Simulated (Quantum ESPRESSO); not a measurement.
**ZnO: equation of state with PBE**

Crystal: ZnO.

```xyz
2
Lattice="0.0000 2.1694 2.1694 2.1694 0.0000 2.1694 2.1694 2.1694 0.0000" Properties=species:S:1:pos:R:3 pbc="T T T"
Zn    0.0000    0.0000    0.0000
O     2.1694    2.1694    2.1694
```

Measurements of this composition are mostly on another form, of space group No. 186.

* Program: Quantum ESPRESSO 7.5
* Task: equation of state
* Functional: PBE
* Potentials or basis: SSSP 1.3 efficiency PBE
* Cutoff: 748 eV
* Density cutoff: 5987 eV
* k mesh: 11 × 11 × 11
* Occupations: fermi-dirac, width 0.05 eV
* Spin: no spin polarisation
* Mixing beta: 0.5
* Most SCF iterations: 120
* SCF threshold: 4e-10 Ry

* Equilibrium volume: 10.18 Å³/atom
* Bulk modulus: 165 GPa
* Pressure derivative of the bulk modulus: 4.6

Energy against volume, from the lowest point:
```tsv
volume (Å³/atom)	energy (meV/atom)
9.598	18.91
9.802	7.59
10.006	1.47
10.210	0.00
10.415	2.65
10.619	9.04
10.823	18.72
```

All runs of the series together: 110 s on 1 thread of Intel(R) Xeon(R) Platinum 8488C (Sapphire Rapids), on a shared host.
